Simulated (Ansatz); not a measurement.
Response to strain in KZnF3

Take KZnF$_{3}$ in the cubic perovskite structure (space group Pm-3m, No. 221; a = 4.0523 Å) as the base. Axes: x, y, z lie along the cube axes.

Strains are applied to the cell and any free atomic positions relax.

The values are results of PBEsol/PAW in Ansatz (an electronic-structure program), scalar-relativistic without spin-orbit coupling, not measurements.

Notes on the quantities. energy relative to the base: free energy F; pressure: mean of the normal stresses, compression positive.

```
variant                         band gap  energy relative to the base   pressure  smallest direct gap
------------------------------  --------  ---------------------------  ---------  -------------------
base                             3.71 eV                   0 meV/atom   0.01 GPa              5.52 eV
uniaxial strain ε_zz = +0.60 %   3.68 eV                +0.2 meV/atom  -0.46 GPa              5.47 eV
uniaxial strain ε_zz = +1.20 %   3.64 eV                +0.8 meV/atom  -0.90 GPa              5.42 eV
uniaxial strain ε_zz = +1.80 %   3.61 eV                +1.7 meV/atom  -1.33 GPa              5.37 eV
uniaxial strain ε_zz = +3.00 %   3.56 eV                +4.6 meV/atom  -2.10 GPa              5.26 eV
```

Whether these cells are dynamically stable was not tested. Many cubic perovskites are stable only at high temperature; tilts and polar distortions were not tested.
